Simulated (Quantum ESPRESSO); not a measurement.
A calculation with Quantum ESPRESSO 7.5 of CaSe (native input, structure typed inline):

pw.in

```
&CONTROL
  calculation = 'scf'
  prefix = 'pwscf'
  outdir = './tmp'
  pseudo_dir = './pseudo'
  tprnfor = .true.
  tstress = .true.
  disk_io = 'low'
/
&SYSTEM
  ibrav = 0
  nat = 2
  ntyp = 2
  ecutwfc = 55
  ecutrho = 440
  nbnd = 14
  occupations = 'smearing'
  smearing = 'fd'
  degauss = 0.00367493
/
&ELECTRONS
  conv_thr = 4d-10
  electron_maxstep = 120
  mixing_beta = 0.5
/
ATOMIC_SPECIES
Se    78.9710 Se_pbe_v1.uspp.F.UPF
Ca    40.0780 Ca_pbe_v1.uspp.F.UPF
CELL_PARAMETERS angstrom
   0.0000000000    3.3000000000    3.3000000000
   3.3000000000    0.0000000000    3.3000000000
   3.3000000000    3.3000000000    0.0000000000
ATOMIC_POSITIONS crystal
Se     0.2500000000    0.2500000000    0.2500000000
Ca     0.0000000000    0.0000000000    0.0000000000
K_POINTS automatic
7 7 7 0 0 0
```

File pp_density.in:

```
&INPUTPP
  prefix = 'pwscf'
  outdir = './tmp'
  filplot = 'density.dat'
  plot_num = 0
/
&PLOT
  nfile = 1
  filepp(1) = 'density.dat'
  iflag = 3
  output_format = 6
  fileout = 'density.cube'
/
```

Contents of pp_potential.in:

```
&INPUTPP
  prefix = 'pwscf'
  outdir = './tmp'
  filplot = 'potential.dat'
  plot_num = 11
/
&PLOT
  nfile = 1
  filepp(1) = 'potential.dat'
  iflag = 3
  output_format = 6
  fileout = 'potential.cube'
/
```

Potentials or basis: SSSP 1.3 efficiency PBE.

Command:

```console
$ OMP_NUM_THREADS=1 pw.x -in pw.in > pw.out
$ OMP_NUM_THREADS=1 pp.x -in pp_density.in > pp_density.out
$ OMP_NUM_THREADS=1 pp.x -in pp_potential.in > pp_potential.out
```

The cell comes from a database or a generator and needn't be the stable form of this composition.

Problem. Write the same calculation in another form: ASE script, Cartesian positions.

Solution. As run:

File run.py:

```python
import numpy as np
from ase.calculators.espresso import Espresso, EspressoProfile
from ase.io import read

atoms = read('CaSe.xyz')

input_data = {
    'control': {'calculation': 'scf', 'prefix': 'pwscf', 'outdir': './tmp', 'tprnfor': True, 'tstress': True, 'disk_io': 'nowf'},
    'system': {'ecutwfc': 55.0, 'ecutrho': 440.0, 'nbnd': 14, 'occupations': 'smearing', 'smearing': 'fd', 'degauss': 0.00367493},
    'electrons': {'conv_thr': 4e-10, 'electron_maxstep': 120, 'mixing_beta': 0.5},
}
pseudopotentials = {'Se': 'Se_pbe_v1.uspp.F.UPF', 'Ca': 'Ca_pbe_v1.uspp.F.UPF'}
profile = EspressoProfile(command='pw.x', pseudo_dir='pseudo')
dft = Espresso(profile=profile, input_data=input_data, pseudopotentials=pseudopotentials, kpts=(7, 7, 7), koffset=(0, 0, 0))
atoms.calc = dft

print(f'energy {atoms.get_potential_energy():.8f} eV')
print('forces (eV/A)')
print(np.round(atoms.get_forces(), 6))
print('stress (eV/A^3, Voigt)')
print(np.round(atoms.get_stress(), 8))
print(f'Fermi level {dft.get_fermi_level():.4f} eV')
```

The input CaSe.xyz:

```xyz
2
Lattice="0.0000000000 3.3000000000 3.3000000000 3.3000000000 0.0000000000 3.3000000000 3.3000000000 3.3000000000 0.0000000000" Properties=species:S:1:pos:R:3 pbc="T T T"
Se     1.6500000000      1.6500000000      1.6500000000
Ca     0.0000000000      0.0000000000      0.0000000000
```

Potentials or basis: SSSP 1.3 efficiency PBE.

Run with:

```sh
$ OMP_NUM_THREADS=1 python run.py
```

Both were run:

|  | native input, structure typed inline | ASE script, Cartesian positions |
| --- | --- | --- |
| Pressure | -0.2 GPa | -0.2 GPa |
| Band gap on the k mesh | 3.15 eV, indirect (least direct gap 3.23 eV) | 3.15 eV, indirect (least direct gap 3.23 eV) |

Keys that steer only the numerical path or the files written may differ.

Caveat: an odd mesh through Γ misses points on the zone boundary, where band edges often lie.
